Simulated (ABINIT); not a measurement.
# BN (P6_3/mmc) in ABINIT: further runs

The runs below take BN through band structure, with LDA, RPBE.

Everything below comes from runs of ABINIT 10.8.3 (patched build). Logs are shortened: lines on timing, memory, paths and dates and some standing lists are left out, and cuts for length are marked. The log counts tension as positive stress, the text compression.

## (1) The structure

The structure is hexagonal, space group P6_3/mmc (No. 194). The conventional cell has a = 2.498 Å, b = 2.498 Å, c = 6.636 Å, α = 90.00°, β = 90.00°, γ = 120.00°. N (site symmetry -6m2) has 3 B at 1.44 Å as nearest neighbours. B (site symmetry -6m2) has 3 N at 1.44 Å as nearest neighbours.

## (2) Band structure, LDA

File run.abi:

```
# Datasets: ground state, then fixed potential
ndtset 2

# Pseudopotentials
pp_dirpath "./"
pseudos "N.upf, B.upf"

# Structure
acell 2.49824 2.49824 6.6357 Angstrom
rprim
     1.0000000000     0.0000000000     0.0000000000
    -0.5000000000     0.8660254038     0.0000000000
     0.0000000000     0.0000000000     1.0000000000
ntypat 2
znucl 7 5
natom 4
typat 1 1 2 2
xred
     0.6666666667     0.3333333333     0.2500000000
     0.3333333333     0.6666666667     0.7500000000
     0.6666666667     0.3333333333     0.7500000000
     0.3333333333     0.6666666667     0.2500000000

# Plane-wave basis
ecut 42.0

# Exchange and correlation
ixc 7

# Bands and occupations
occopt 3
tsmear 0.05 eV

# SCF cycle
nstep 100

# Output
iomode 3
prtwf 0
prteig 0
prtebands 0
enunit 1
prtden1 1

# Dataset 1
kptopt1 1
ngkpt1 12 12 4
nshiftk1 1
shiftk1 0.0 0.0 0.0
nband1 12
tolvrs1 1.0e-10

# Dataset 2: bands along G-M-K-G-A-L-H-A
iscf2 -2
getden2 1
nband2 18
nbdbuf2 4
tolwfr2 1.0e-11
kptopt2 -7
ndivsm2 6
prteig2 1
prtvol2 -3
kptbounds2
     0.0000000000     0.0000000000     0.0000000000
     0.5000000000     0.0000000000     0.0000000000
     0.3333333333     0.3333333333     0.0000000000
     0.0000000000     0.0000000000     0.0000000000
     0.0000000000     0.0000000000     0.5000000000
     0.5000000000     0.0000000000     0.5000000000
     0.3333333333     0.3333333333     0.5000000000
     0.0000000000     0.0000000000     0.5000000000
```

Potentials or basis: PseudoDojo NC SR LDA v0.4 stringent.

Command:

```
> abinit run.abi > log 2>&1
```

run.abo:

```text
.Version 10.8.3 of ABINIT
 DATASET    1 : space group P6_3/m m c (#194); Bravais hP (primitive hexag.)
================================================================================
 Values of the parameters that define the memory need for DATASET  1.
     intxc =       0    ionmov =       0      iscf =       7    lmnmax =       4
     lnmax =       4     mgfft =      75  mpssoang =       2    mqgrid =    3659
     natom =       4  nloc_mem =       1    nspden =       1   nspinor =       1
    nsppol =       1      nsym =      24    n1xccc =    2501    ntypat =       2
    occopt =       3   xclevel =       1
       mpw =        3171          nfft =       67500          nkpt =          57
================================================================================
================================================================================

 DATASET    2 : space group P6_3/m m c (#194); Bravais hP (primitive hexag.)
================================================================================
 Values of the parameters that define the memory need for DATASET  2.
     intxc =       0    ionmov =       0      iscf =      -2    lmnmax =       4
     lnmax =       4     mgfft =      75  mpssoang =       2    mqgrid =    3659
     natom =       4  nloc_mem =       1    nspden =       1   nspinor =       1
    nsppol =       1      nsym =      24    n1xccc =    2501    ntypat =       2
    occopt =       3   xclevel =       1
       mpw =        3171          nfft =       67500          nkpt =         107
================================================================================
================================================================================

--------------------------------------------------------------------------------
------------- Echo of variables that govern the present computation ------------
--------------------------------------------------------------------------------
 -outvars: echo values of preprocessed input variables --------
            acell      4.7209893968E+00  4.7209893968E+00  1.2539655654E+01 Bohr
              amu      1.40067400E+01  1.08110000E+01
             ecut      4.20000000E+01 Hartree
           enunit           1
           getden1          0
           getden2          1
             iscf1          7
             iscf2         -2
              ixc           7
           jdtset        1    2
           kptopt1          1
           kptopt2         -7
         kptrlatt       12    0    0      0   12    0      0    0    4
          kptrlen1     5.01586226E+01
          kptrlen2     3.00000000E+01
            natom           4
            nband1         12
            nband2         18
           nbdbuf1          0
           nbdbuf2          4
           ndtset           2
           ndivsm1          0
           ndivsm2          6
            ngfft          30      30      75
             nkpt1         57
             nkpt2        107
            nstep         100
             nsym          24
           ntypat           2
           occopt           3
        prtebands           0
           prteig1          0
           prteig2          1
           prtvol1          0
           prtvol2         -3
            prtwf           0
            rprim      1.0000000000E+00  0.0000000000E+00  0.0000000000E+00
                      -5.0000000000E-01  8.6602540380E-01  0.0000000000E+00
                       0.0000000000E+00  0.0000000000E+00  1.0000000000E+00
           shiftk1     0.00000000E+00  0.00000000E+00  0.00000000E+00
           shiftk2     5.00000000E-01  5.00000000E-01  5.00000000E-01
          spgroup         194
           tolvrs1     1.00000000E-10
           tolvrs2     0.00000000E+00
           tolwfr1     0.00000000E+00
           tolwfr2     1.00000000E-11
           tsmear      1.83746611E-03 Hartree
            typat      1  1  2  2
           xangst      1.2491200000E+00  7.2117976826E-01  1.6589250000E+00
                       2.8915750897E-17  1.4423595365E+00  4.9767750000E+00
                       1.2491200000E+00  7.2117976826E-01  4.9767750000E+00
                       2.8915750897E-17  1.4423595365E+00  1.6589250000E+00
[... 227 lines left out ...]
  2.98E-12  6.36E-12  8.57E-12  3.51E-12  6.70E-12  9.07E-12  2.73E-12  2.09E-10
  9.40E-12  1.25E-09
 -5.5204E-01 -5.4045E-01 -1.3795E-01 -5.6792E-02  4.3438E-02  4.4635E-02
  4.4776E-02  4.6025E-02  2.7899E-01  4.6369E-01  5.2044E-01  5.2341E-01
  5.2500E-01  5.2808E-01  5.5474E-01  5.6723E-01  6.4932E-01  6.9544E-01
[... 721 lines left out ...]
 Non-SCF case, kpt  106 (  0.01587  0.01587  0.50000), residuals and eigenvalues=
  1.74E-12  2.11E-12  4.60E-12  1.99E-12  2.75E-12  6.33E-12  2.49E-12  5.60E-12
  6.81E-12  2.64E-12  3.76E-12  4.00E-12  6.89E-12  4.73E-12  7.33E-12  7.07E-12
  7.29E-12  1.03E-11
 -5.4646E-01 -5.4646E-01 -1.0217E-01 -1.0217E-01  4.4177E-02  4.4177E-02
  4.5347E-02  4.5347E-02  3.6727E-01  3.6727E-01  5.2287E-01  5.2287E-01
  5.2564E-01  5.2564E-01  5.6462E-01  5.6462E-01  6.6317E-01  6.6317E-01
 Non-SCF case, kpt  107 (  0.00000  0.00000  0.50000), residuals and eigenvalues=
  3.80E-12  5.41E-12  2.60E-12  4.96E-12  3.20E-12  7.99E-12  1.84E-12  1.78E-12
  5.26E-12  8.50E-12  4.75E-12  3.06E-12  5.21E-12  6.70E-12  4.63E-12  1.01E-10
  1.39E-11  5.02E-10
 -5.4700E-01 -5.4700E-01 -1.0290E-01 -1.0290E-01  4.6456E-02  4.6456E-02
  4.6456E-02  4.6456E-02  3.6654E-01  3.6654E-01  5.2322E-01  5.2322E-01
  5.2322E-01  5.2322E-01  5.6525E-01  5.6525E-01  6.6253E-01  6.6253E-01

--- !ResultsGS
iteration_state: {dtset: 2, }
comment   : Summary of ground state results
lattice_vectors:
- [  4.7209894,   0.0000000,   0.0000000, ]
- [ -2.3604947,   4.0884967,   0.0000000, ]
- [  0.0000000,   0.0000000,  12.5396557, ]
lattice_lengths: [   4.72099,    4.72099,   12.53966, ]
lattice_angles: [ 90.000,  90.000, 120.000, ] # degrees, (23, 13, 12)
lattice_volume:   2.4203730E+02
convergence: {deltae:  0.000E+00, res2:  0.000E+00, residm:  1.000E-11, diffor:  0.000E+00, }
etotal    :  -2.68425218E+01
entropy   :   0.00000000E+00
fermie    :   1.66204548E-01
cartesian_stress_tensor: null
pressure_GPa: null
xred      :
- [  6.6667E-01,   3.3333E-01,   2.5000E-01,  N]
- [  3.3333E-01,   6.6667E-01,   7.5000E-01,  N]
- [  6.6667E-01,   3.3333E-01,   7.5000E-01,  B]
- [  3.3333E-01,   6.6667E-01,   2.5000E-01,  B]
cartesian_forces: null
force_length_stats: {min: null, max: null, mean: null, }
...

 Integrated electronic density in atomic spheres:
 ------------------------------------------------
 Atom  Sphere_radius  Integrated_density
    1        2.00000          5.76158335
    2        2.00000          5.76158335
    3        2.00000          3.54528186
    4        2.00000          3.54528186
================================================================================

 ----iterations are completed or convergence reached----

 Mean square residual over all n,k,spin=   51.249E-13; max=  10.000E-12
 reduced coordinates (array xred) for    4 atoms
       0.666666666667      0.333333333333      0.250000000000
       0.333333333333      0.666666666667      0.750000000000
       0.666666666667      0.333333333333      0.750000000000
       0.333333333333      0.666666666667      0.250000000000

 cartesian coordinates (angstrom) at end:
    1      1.24912000000000     0.72117976826310     1.65892500000000
    2      0.00000000000000     1.44235953652621     4.97677500000000
    3      1.24912000000000     0.72117976826310     4.97677500000000
    4      0.00000000000000     1.44235953652621     1.65892500000000
 length scales=  4.720989396788  4.720989396788 12.539655653686 bohr
              =  2.498240000000  2.498240000000  6.635700000000 angstroms
 Eigenvalues (   eV  ) for nkpt= 107  k points:
 kpt#   1, nband= 18, wtk=  1.00000, kpt=  0.0000  0.0000  0.0000 (reduced coord)
 -15.03716  -14.72108   -3.77484   -1.56431    1.24552    1.24552    1.28280    1.28280
   7.56355   12.62527   14.17486   14.17486   14.30240   14.30240   15.04069   15.49144
  17.61614   18.95638
 kpt#   2, nband= 18, wtk=  1.00000, kpt=  0.0278  0.0000  0.0000 (reduced coord)
 -15.02190  -14.70636   -3.75377   -1.54539    1.18200    1.21457    1.21841    1.25240
   7.59166   12.61778   14.16199   14.24273   14.28587   14.36991   15.09536   15.43524
  17.66878   18.92394
 kpt#   3, nband= 18, wtk=  1.00000, kpt=  0.0556  0.0000  0.0000 (reduced coord)
 -14.97619  -14.66230   -3.69061   -1.48875    0.99540    1.02987    1.12417    1.16353
   7.67421   12.59382   14.11495   14.25289   14.44368   14.56982   15.25074   15.26852
  17.82212   18.82972
 kpt#   4, nband= 18, wtk=  1.00000, kpt=  0.0833  0.0000  0.0000 (reduced coord)
 -14.90027  -14.58913   -3.58561   -1.39475    0.69677    0.72970    0.98107    1.02271
   7.80671   12.54882   14.02793   14.22374   14.77014   14.89473   14.99661   15.49018
  18.06420   18.68255
 kpt#   5, nband= 18, wtk=  1.00000, kpt=  0.1111  0.0000  0.0000 (reduced coord)
[... 397 lines left out ...]
  10.14195   10.14195   14.17915   14.17915   14.76197   14.76197   15.22215   15.22215
  18.21526   18.21526
 kpt# 105, nband= 18, wtk=  1.00000, kpt=  0.0317  0.0317  0.5000 (reduced coord)
 -14.82591  -14.82591   -2.72135   -2.72135    1.02143    1.02143    1.14431    1.14431
  10.05162   10.05162   14.20415   14.20415   14.49213   14.49213   15.30823   15.30823
  18.10390   18.10390
 kpt# 106, nband= 18, wtk=  1.00000, kpt=  0.0159  0.0159  0.5000 (reduced coord)
 -14.86994  -14.86994   -2.78031   -2.78031    1.20211    1.20211    1.23394    1.23394
   9.99396    9.99396   14.22795   14.22795   14.30352   14.30352   15.36405   15.36405
  18.04589   18.04589
 kpt# 107, nband= 18, wtk=  1.00000, kpt=  0.0000  0.0000  0.5000 (reduced coord)
 -14.88464  -14.88464   -2.80001   -2.80001    1.26412    1.26412    1.26412    1.26412
   9.97409    9.97409   14.23767   14.23767   14.23767   14.23767   15.38120   15.38120
  18.02832   18.02832

== END DATASET(S) ==============================================================
================================================================================

 -outvars: echo values of variables after computation  --------
            acell      4.7209893968E+00  4.7209893968E+00  1.2539655654E+01 Bohr
           etotal1    -2.6842521756E+01
            fcart1     2.2814245039E-28 -1.3171810515E-28 -8.7953570167E-26
                      -4.5628490079E-28  1.0886851404E-44  8.7953570167E-26
                      -2.2814245039E-28  3.9515431544E-28 -0.0000000000E+00
                       4.5628490079E-28 -2.6343621029E-28 -0.0000000000E+00
            rprim      1.0000000000E+00  0.0000000000E+00  0.0000000000E+00
                      -5.0000000000E-01  8.6602540380E-01  0.0000000000E+00
                       0.0000000000E+00  0.0000000000E+00  1.0000000000E+00
           strten1     1.3725787642E-04  1.3725787624E-04  1.9640850548E-05
                       0.0000000000E+00  0.0000000000E+00  0.0000000000E+00
           xangst      1.2491200000E+00  7.2117976826E-01  1.6589250000E+00
                       2.8915750897E-17  1.4423595365E+00  4.9767750000E+00
                       1.2491200000E+00  7.2117976826E-01  4.9767750000E+00
                       2.8915750897E-17  1.4423595365E+00  1.6589250000E+00
             xred      6.6666666667E-01  3.3333333333E-01  2.5000000000E-01
                       3.3333333333E-01  6.6666666667E-01  7.5000000000E-01
                       6.6666666667E-01  3.3333333333E-01  7.5000000000E-01
                       3.3333333333E-01  6.6666666667E-01  2.5000000000E-01
 Calculation completed.
```

Wall time 1.9 min (1 thread of Intel Xeon Platinum 8488C (Sapphire Rapids), shared host); peak memory 0.16 GiB.

Results:

```yaml
Free_energy: -730.4222 eV
Pressure: -2.9 GPa
Band_gap_on_the_k_mesh: 4.13 eV, indirect (least direct gap 4.55 eV)
Band_gap_along_the_path: 4.08 eV, indirect (least direct gap 4.55 eV)
All_electrons_inside_the_program's_atomic_spheres: N 5.76; B 3.55
```

Levels at the corners of the path, in eV from the valence-band top:
```csv
point,band 6,band 7,band 8,band 9,band 10,band 11
Γ,-1.38,-1.35,-1.35,4.93,9.99,11.54
M,-4.17,-1.53,-0.48,4.08,5.53,9.55
K,-7.11,-0.14,-0.14,4.73,4.73,10.41
Γ,-1.38,-1.35,-1.35,4.93,9.99,11.54
A,-1.37,-1.37,-1.37,7.34,7.34,11.61
L,-4.20,-0.99,-0.99,4.57,4.57,10.01
H,-7.12,-0.05,-0.05,4.50,4.50,11.64
A,-1.37,-1.37,-1.37,7.34,7.34,11.61
```

(Continued in part 2 of 2.)
